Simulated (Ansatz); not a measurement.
**Si: stacking-fault energy from two polytypes**

Method: DFT PBE+D3(BJ), scalar-relativistic, plane waves, PAW in Ansatz. Settings: cutoff 420 eV, Γ-centred meshes spaced at most about 0.3 Å⁻¹ (2π included), Gaussian smearing. No spin polarisation.

Temperature and zero-point effects are left out.

```json
{"form": "diamond", "space group": "Fd-3m (No. 227)", "cell": "a = 5.422 Å", "V (Å³/atom)": "19.92", "gap on mesh (eV)": "0.56", "source": "COD"}
{"form": "lonsdaleite", "space group": "P6_3/mmc (No. 194)", "cell": "a = 3.816 Å, c = 6.313 Å", "V (Å³/atom)": "19.90", "gap on mesh (eV)": "0.40", "source": "Materials Project"}
```

Problem. Which stacking is lower, and by how much per atom?

Solution. The diamond form, by 11.4 meV/atom. The lonsdaleite cell has c/a = 1.655, above the ideal 1.633.

Problem. Estimate the energy of an intrinsic stacking fault in the diamond form, counting only the coupling of neighbouring layers.

Solution. Give each double layer a label, c where its two neighbours sit on different positions and h where they sit on the same. The diamond form is all c and the lonsdaleite form all h, so turning one layer from c to h costs the energy difference per pair of atoms: 11.4 × 2 = 22.8 meV. An intrinsic fault (…ABC|BCA…) holds two h layers, a twin boundary one. One pair of atoms covers A = (√3/2)·a² with a = 3.834 Å (the cubic edge over √2), so A = 12.730 Å². Then γ = 2 × 22.8 meV / 12.730 Å² = 3.58 meV/Å², and with 1 meV/Å² = 16.022 mJ/m² that is 57 mJ/m². A twin boundary costs about half, 29 mJ/m². Couplings to farther layers and the strain of holding the other stacking on the host's lattice are left out.

Kohn–Sham gaps at this level usually fall short of measured ones.
